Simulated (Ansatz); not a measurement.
## Piezoelectric tensor of MoS₂

The calculation used DFT PBE, scalar-relativistic, plane waves, PAW (Ansatz 0.2.0). Settings: 420 eV plane-wave cutoff, Γ-centred 12×12×2 mesh, fixed occupations. No spin polarisation.

The cell, relaxed at this level:
```yaml
crystal:
  lattice:
    - [3.18467, 0.00000, 0.00000]
    - [-1.59233, 2.75800, 0.00000]
    - [0.00000, 0.00000, 17.33442]
  atoms:
    - { symbol: Mo, position: [0.00000, 0.00000, 0.00000] }
    - { symbol: S, position: [0.33333, 0.66667, 0.09015] }
    - { symbol: S, position: [0.33333, 0.66667, 0.90985] }
```

It was relaxed at this level from a Materials Project cell. No dispersion correction is applied, so modes and constants that involve weak contacts between layers, chains or molecules come out too soft.

Q: Give the relaxed-ion proper piezoelectric stress tensor e_iJ (C/m², Voigt columns xx yy zz yz xz xy).

A:
```
x    0.000  0.000  0.000  0.000  0.000  0.207
y    0.207 -0.207  0.000  0.000  0.000  0.000
z    0.000  0.000  0.000  0.000  0.000  0.000
```
Signs follow the orientation of the cell as given.
